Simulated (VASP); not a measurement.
# CoO (I4/mmm) in VASP: notebook

One crystal, CoO, is run at these levels: PBEsol+D3(BJ)+U, PBE+U; tasks: single point, relaxation of the atoms.

Program: VASP 6.6.1. These are calculated values, not measurements. Logs are shortened: lines on timing, memory, paths and dates and some standing lists are left out, and cuts for length are marked.

## (1) The crystal as given

It takes space group I4/mmm (No. 139, tetragonal). The conventional cell has a = 3.016 Å, b = 3.016 Å, c = 4.214 Å, α = 90.00°, β = 90.00°, γ = 90.00°. Co (site symmetry 4/mmm) is surrounded by 6 O at 2.11 to 2.13 Å. Around O (site symmetry 4/mmm) lie 6 Co at 2.11 to 2.13 Å.

## (2) Single point, PBEsol+D3(BJ)+U, collinear spin, ferrimagnetic start

File run.py:

```python
from ase.calculators.vasp import Vasp
from ase.dft.bandgap import bandgap
from ase.io import read

atoms = read('CoO.cif')
atoms.set_initial_magnetic_moments([2.0, -1.0, 0.0, 0.0])
calc = Vasp(
    directory='calc',
    xc='pbesol',
    pp='PBE',
    setups='minimal',
    prec='Accurate',
    encut=500,
    ediff=1e-06,
    ismear=0,
    sigma=0.05,
    lreal=False,
    lasph=True,
    nelm=120,
    algo='Fast',
    isif=2,
    lwave=False,
    lcharg=False,
    ispin=2,
    lorbit=11,
    lmaxmix=4,
    ldautype=2,
    ldauprint=1,
    ivdw=12,
    ldau_luj={'Co': {'L': 2, 'U': 8, 'J': 0}},
    kpts=[11, 11, 11],
    gamma=True,
)
atoms.calc = calc

print('energy (eV):', atoms.get_potential_energy())
print('free energy (eV):', atoms.get_potential_energy(force_consistent=True))
print('forces (eV/A):')
print(atoms.get_forces())
print('stress (eV/A^3, Voigt):', atoms.get_stress())
print('Fermi level (eV):', calc.get_fermi_level())
print('moment (muB):', atoms.get_magnetic_moment())
print('site moments (muB):', atoms.get_magnetic_moments())
gap, top, bottom = bandgap(calc)
print('band gap (eV):', gap, 'from (spin, k, band)', top, 'to', bottom)
```

File CoO.cif:

```cif
data_CoO
_cell_length_a 2.99810276
_cell_length_b 2.99810276
_cell_length_c 5.99620553
_cell_angle_alpha 119.60466520
_cell_angle_beta 119.60466520
_cell_angle_gamma 90.68611480
_space_group_name_H-M_alt 'P1'
_space_group_name_Hall 'P 1'
_space_group_IT_number 1
loop_
_space_group_symop_operation_xyz
'x,y,z'
loop_
_atom_site_label
_atom_site_type_symbol
_atom_site_symmetry_multiplicity
_atom_site_Wyckoff_symbol
_atom_site_fract_x
_atom_site_fract_y
_atom_site_fract_z
_atom_site_occupancy
Co1 Co 1 a 0.0000000000 0.0000000000 0.0000000000 1
Co2 Co 1 a 0.0000000000 0.0000000000 0.5000000000 1
O1 O 1 a 0.5000000000 0.5000000000 0.0000000000 1
O2 O 1 a 0.5000000000 0.5000000000 0.5000000000 1
```

Potentials or basis: VASP PAW PBE potentials, release 64 (Co, O).

Launch:

```sh
python run.py
```

Log:

```text
energy (eV): -24.75922666
free energy (eV): -24.75922666
forces (eV/A):
[[ 0.  0.  0.]
 [ 0. -0.  0.]
 [ 0.  0.  0.]
 [-0. -0.  0.]]
stress (eV/A^3, Voigt): [-2.24115821e-01 -2.23804256e-01 -2.36014062e-01  2.68384892e-10
  2.62143383e-10  1.30083901e-02]
Fermi level (eV): 7.28599919
moment (muB): 6.49e-05
site moments (muB): [ 2.895 -2.893  0.042 -0.043]
band gap (eV): 2.1818 from (spin, k, band) (np.int64(0), np.int64(5), np.int64(14)) to (np.int64(1), np.int64(0), np.int64(15))
```

OUTCAR:

```text
ENCUT = 500.000000
   EDIFF = 1.00e-06
   GGA = PS
   PREC = Accurate
   ISIF = 2
   ISMEAR = 0
   ISPIN = 2
   LORBIT = 11
   NELM = 120
   IVDW = 12
   LASPH = .TRUE.
   LREAL = .FALSE.
 IVDW          = 12

 ion  position               nearest neighbor table
   1  0.000  0.000  0.000-   3 2.11   3 2.11   3 2.13   3 2.13   4 2.13   4 2.13   2 3.00   2 3.00
                             2 3.00   2 3.00   2 3.02   2 3.02   2 3.02   2 3.02
   2  0.000  0.000  0.500-   4 2.11   4 2.11   4 2.13   4 2.13   3 2.13   3 2.13   1 3.00   1 3.00
                             1 3.00   1 3.00   1 3.02   1 3.02   1 3.02   1 3.02
   3  0.500  0.500  0.000-   1 2.11   1 2.11   1 2.13   1 2.13   2 2.13   2 2.13
   4  0.500  0.500  0.500-   2 2.11   2 2.11   2 2.13   2 2.13   1 2.13   1 2.13

  LATTYP: Found a base centered orthorhombic cell.
 ALAT       =     4.2144950693
 B/A-ratio  =     1.0120472389
 C/A-ratio  =     1.0120472406

  Lattice vectors:

 A1 = (   2.9981027600,   0.0000000000,   0.0000000000)
 A2 = (  -0.0359013095,   2.9978877990,   0.0000000000)
 A3 = (  -0.0000000048,  -0.0000000048,   4.2652681055)

Analysis of symmetry for initial positions (statically):
=====================================================================
 Subroutine PRICEL returns following result:

  LATTYP: Found a body centered tetragonal cell.
 ALAT       =     3.0159999984
 C/A-ratio  =     1.3973790025

  Lattice vectors:

 A1 = (   2.9981027600,   0.0000000000,   0.0000000000)
 A2 = (  -0.0359013095,   2.9978877990,   0.0000000000)
 A3 = (  -1.4811007276,  -1.4989439019,   2.1326340527)

   2 primitive cells build up your supercell.

 Routine SETGRP: Setting up the symmetry group for a
 base centered orthorhombic supercell.

 Subroutine GETGRP returns: Found  8 space group operations
 (whereof  8 operations were pure point group operations)
 out of a pool of  8 trial point group operations.

The static configuration has the point symmetry D_2h.

Analysis of symmetry for dynamics (positions and initial velocities):
=====================================================================
 Subroutine PRICEL returns following result:

  LATTYP: Found a body centered tetragonal cell.
 ALAT       =     3.0159999984
 C/A-ratio  =     1.3973790025

  Lattice vectors:

 A1 = (   2.9981027600,   0.0000000000,   0.0000000000)
 A2 = (  -0.0359013095,   2.9978877990,   0.0000000000)
 A3 = (  -1.4811007276,  -1.4989439019,   2.1326340527)

   2 primitive cells build up your supercell.

 Routine SETGRP: Setting up the symmetry group for a
 base centered orthorhombic supercell.

 Subroutine GETGRP returns: Found  8 space group operations
 (whereof  8 operations were pure point group operations)
 out of a pool of  8 trial point group operations.

The dynamic configuration has the point symmetry D_2h.
[... 188 lines left out ...]
  o =  0.9788  v =  0.0000  0.0000  0.0000  0.0000  0.0000 -0.0000  0.7029  0.0000 -0.7113 -0.0000      0.0000  0.0000  0.0000  0.0000  0.0000  0.0000  0.0000  0.0000  0.0000  0.0000
  o =  0.9809  v =  0.0000  0.0000  0.0000  0.0000  0.0000 -0.0120 -0.0000  0.0000  0.0000 -0.9999      0.0000  0.0000  0.0000  0.0000  0.0000  0.0000  0.0000  0.0000  0.0000  0.0000
  o =  0.9831  v =  0.0000 -0.7029  0.0000  0.7113  0.0000  0.0000  0.0000  0.0000  0.0000  0.0000      0.0000  0.0000  0.0000  0.0000  0.0000  0.0000  0.0000  0.0000  0.0000  0.0000
  o =  0.9834  v =  0.0120  0.0000 -0.0000 -0.0000  0.9999  0.0000  0.0000  0.0000  0.0000  0.0000      0.0000  0.0000  0.0000  0.0000  0.0000  0.0000  0.0000  0.0000  0.0000  0.0000
  o =  0.9866  v = -0.0000 -0.7113 -0.0000 -0.7029  0.0000  0.0000  0.0000  0.0000  0.0000  0.0000      0.0000  0.0000  0.0000  0.0000  0.0000  0.0000  0.0000  0.0000  0.0000  0.0000
  o =  1.0373  v =  0.5609 -0.0000  0.8278 -0.0000 -0.0067  0.0000  0.0000  0.0000  0.0000  0.0000      0.0000  0.0000  0.0000  0.0000  0.0000  0.0000  0.0000  0.0000  0.0000  0.0000
  o =  1.0429  v = -0.8278  0.0000  0.5610  0.0000  0.0099  0.0000  0.0000  0.0000  0.0000  0.0000      0.0000  0.0000  0.0000  0.0000  0.0000  0.0000  0.0000  0.0000  0.0000  0.0000

atom =   2  type =  1  l = 2

 onsite density matrix

spin component  1

  0.1057 -0.0000 -0.0023 -0.0000 -0.0010
 -0.0000  0.9799  0.0000  0.0000  0.0000
 -0.0023  0.0000  0.0857  0.0000  0.0000
 -0.0000  0.0000  0.0000  0.9799 -0.0000
 -0.0010  0.0000  0.0000 -0.0000  0.0244

spin component  2

  1.0419 -0.0000 -0.0021 -0.0000 -0.0007
 -0.0000  0.9826 -0.0000 -0.0015  0.0000
 -0.0021 -0.0000  1.0388 -0.0000  0.0000
 -0.0000 -0.0015 -0.0000  0.9826 -0.0000
 -0.0007  0.0000  0.0000 -0.0000  0.9858

 occupancies and eigenvectors

  o =  0.0243  v =  0.0120 -0.0000  0.0000  0.0000  0.9999  0.0000  0.0000  0.0000  0.0000  0.0000      0.0000  0.0000  0.0000  0.0000  0.0000  0.0000  0.0000  0.0000  0.0000  0.0000
  o =  0.0854  v = -0.1142  0.0000 -0.9935  0.0000  0.0014  0.0000  0.0000  0.0000  0.0000  0.0000      0.0000  0.0000  0.0000  0.0000  0.0000  0.0000  0.0000  0.0000  0.0000  0.0000
  o =  0.1060  v =  0.9934  0.0000 -0.1142  0.0000 -0.0119  0.0000  0.0000  0.0000  0.0000  0.0000      0.0000  0.0000  0.0000  0.0000  0.0000  0.0000  0.0000  0.0000  0.0000  0.0000
  o =  0.9799  v =  0.0000  0.7029  0.0000 -0.7113  0.0000  0.0000  0.0000  0.0000  0.0000  0.0000      0.0000  0.0000  0.0000  0.0000  0.0000  0.0000  0.0000  0.0000  0.0000  0.0000
  o =  0.9799  v = -0.0000  0.7113  0.0000  0.7029  0.0000  0.0000  0.0000  0.0000  0.0000  0.0000      0.0000  0.0000  0.0000  0.0000  0.0000  0.0000  0.0000  0.0000  0.0000  0.0000
  o =  0.9811  v =  0.0000  0.0000  0.0000  0.0000  0.0000 -0.0000 -0.7113 -0.0000 -0.7029  0.0000      0.0000  0.0000  0.0000  0.0000  0.0000  0.0000  0.0000  0.0000  0.0000  0.0000
  o =  0.9840  v =  0.0000  0.0000  0.0000  0.0000  0.0000  0.0000 -0.7029  0.0000  0.7113  0.0000      0.0000  0.0000  0.0000  0.0000  0.0000  0.0000  0.0000  0.0000  0.0000  0.0000
  o =  0.9857  v =  0.0000  0.0000  0.0000  0.0000  0.0000  0.0120  0.0000  0.0000 -0.0000  0.9999      0.0000  0.0000  0.0000  0.0000  0.0000  0.0000  0.0000  0.0000  0.0000  0.0000
  o =  1.0377  v =  0.0000  0.0000  0.0000  0.0000  0.0000  0.4460 -0.0000  0.8950 -0.0000 -0.0053      0.0000  0.0000  0.0000  0.0000  0.0000  0.0000  0.0000  0.0000  0.0000  0.0000
  o =  1.0430  v =  0.0000  0.0000  0.0000  0.0000  0.0000 -0.8950  0.0000  0.4460  0.0000  0.0107      0.0000  0.0000  0.0000  0.0000  0.0000  0.0000  0.0000  0.0000  0.0000  0.0000

 number of electron      30.0000011 magnetization       0.0000649

 Free energy of the ion-electron system (eV)
  ---------------------------------------------------
  ext. energy  EPLUGINS =         0.00000000
  ---------------------------------------------------
  free energy    TOTEN  =       -23.90635013 eV

  energy without entropy =      -23.90635013  energy(sigma->0) =      -23.90635013

 E-fermi :   7.2860     XC(G=0): -12.6309

 val. band max:        7.0019438209   @ k =   0.4545   0.0000   0.0000
 cond. band min:       9.1836900702   @ k =   0.0000   0.0000   0.0000
 fundamental gap:      2.1817462493
 Fermi energy:         7.2859991879

 spin component 1

 k-point     1 :       0.0000    0.0000    0.0000
  band No.  band energies     occupation
      1     -11.8015      1.00000
      2     -10.4621      1.00000
      3       0.0103      1.00000
      4       0.0351      1.00000
      5       0.8561      1.00000
      6       1.1401      1.00000
[... 1097 lines left out ...]
     19      13.0529      0.00000
     20      15.9168      0.00000

 [... further k-points ...]

------------------------ aborting loop because EDIFF is reached ----------------------------------------

 Edisp (eV)   -0.85288

 E8    (eV) :    -0.5215

  FORCE on cell =-STRESS in cart. coord.  units (eV):
  Direction    XX          YY          ZZ          XY          YZ          ZX
  --------------------------------------------------------------------------------------
  -------------------------------------------------------------------------------------
  Total       8.59173     8.57978     9.04786    -0.49869    -0.00000    -0.00000
  in kB     359.07313   358.57395   378.13621   -20.84174    -0.00000    -0.00000
  external pressure =      365.26 kB  Pullay stress =        0.00 kB

 VOLUME and BASIS-vectors are now :
 -----------------------------------------------------------------------------
  energy-cutoff  :      500.00
  volume of cell :       38.34
      direct lattice vectors                 reciprocal lattice vectors
     2.998102760  0.000000000  0.000000000     0.333544271  0.003994371  0.234451851
    -0.035901309  2.997887799  0.000000000     0.000000000  0.333568188  0.234451851
    -2.962201455 -2.997887804  4.265268105     0.000000000  0.000000000  0.234451850

 POSITION                                       TOTAL-FORCE (eV/Angst)
 -----------------------------------------------------------------------------------
      0.00000      0.00000      0.00000         0.000000      0.000000      0.000000
     -1.48110     -1.49894      2.13263         0.000000     -0.000000      0.000000
      1.48110      1.49894      0.00000         0.000000      0.000000      0.000000
     -0.00000     -0.00000      2.13263        -0.000000     -0.000000      0.000000
 -----------------------------------------------------------------------------------
    total drift:                                0.000000     -0.000000     -0.000000

  FREE ENERGIE OF THE ION-ELECTRON SYSTEM (eV)
  ---------------------------------------------------
  free  energy   TOTEN  =       -24.7592266563 eV

  energy  without entropy=      -24.7592266563  energy(sigma->0) =      -24.75922666

 total charge

# of ion       s       p       d       tot
------------------------------------------
    1        0.314   0.385   7.179   7.879
    2        0.313   0.389   7.178   7.880
    3        1.543   3.462   0.000   5.005
    4        1.545   3.471   0.000   5.016
--------------------------------------------------
tot          3.715   7.707  14.357  25.779

 magnetization (x)

# of ion       s       p       d       tot
------------------------------------------
    1        0.022   0.022   2.852   2.895
    2       -0.022  -0.022  -2.850  -2.893
    3        0.005   0.037   0.000   0.042
    4       -0.005  -0.039   0.000  -0.043
--------------------------------------------------
tot          0.000  -0.001   0.002   0.001
```

INCAR:

```text
ENCUT = 500.000000
SIGMA = 0.050000
EDIFF = 1.00e-06
ALGO = Fast
GGA = PS
PREC = Accurate
ISIF = 2
ISMEAR = 0
ISPIN = 2
LDAUPRINT = 1
LDAUTYPE = 2
LMAXMIX = 4
LORBIT = 11
NELM = 120
IVDW = 12
LASPH = .TRUE.
LCHARG = .FALSE.
LWAVE = .FALSE.
LREAL = .FALSE.
LDAU = .TRUE.
LDAUL = 2 -1
LDAUU = 8.000 0.000
LDAUJ = 0.000 0.000
MAGMOM = 1*2.0000 1*-1.0000 2*0.0000
```

Wall time 5.4 min (1 thread of Intel Xeon Platinum 8488C (Sapphire Rapids), shared host); peak memory 0.38 GiB.

Results:

* Free energy: -24.7592 eV
* Pressure: 36.5 GPa
* Band gap on the k mesh: 2.18 eV
* Net moment: 0.00 μB per cell
* Site moments: Co +2.90, -2.89; O +0.04, -0.04 μB
* Valence electrons inside the program's atomic spheres: Co 7.88; O 5.00, 5.02
* Dispersion energy per atom: -0.213 eV

Eigenvalues of the final occupation matrices:
```
    site  spin  trace               eigenvalues
site 1 d     1   5.03  0.98 0.98 0.99 1.04 1.04
site 1 d     2   2.17  0.03 0.08 0.11 0.98 0.98
site 2 d     1   2.18  0.02 0.09 0.11 0.98 0.98
site 2 d     2   5.03  0.98 0.98 0.99 1.04 1.04
```

Caveat: a pressure of tens of GPa on the cell as given is suspect, and the run, the potentials or the cell itself is likely at fault; the PAW data sets were made with another functional, which shifts forces and pressure a little; an odd mesh through Γ misses points on the zone boundary, where band edges often lie.

(Continued in part 2 of 2.)
